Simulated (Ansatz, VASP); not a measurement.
Cu: VASP beside Ansatz

```
CELL_PARAMETERS angstrom
-1.42597 1.42597 1.42597
1.42597 -1.42597 1.42597
1.42597 1.42597 -1.42597
ATOMIC_POSITIONS crystal
Cu 0.00000 0.00000 0.00000
```

Alike in both runs: task single point; functional PBEsol; k mesh 20 × 20 × 20; occupations gaussian, width 0.1 eV; no spin polarisation.

```csv
,VASP,Ansatz
version,VASP 6.6.1,Ansatz 0.2.0
potentials or method,"VASP PAW PBE potentials, release 64 (Cu)","scalar-relativistic, plane waves, PAW"
plane-wave cutoff (eV),520,420
valence electrons in the cell,11,19
```

|  | VASP | Ansatz | Ansatz less VASP |
| --- | --- | --- | --- |
| gap on the k mesh at the Fermi level (eV) | none | none | - |
| pressure (GPa) | -2.6 | -3.4 | -0.77 |

A gap of «none» marks a metal or a gap that the smearing closes. The functional is the same, so the differences come from potentials, cutoffs and numerics. The two sets of potentials don't hold the same shells in valence.

Caveats: the PAW data sets were made with another functional, which shifts forces and pressure a little (VASP).
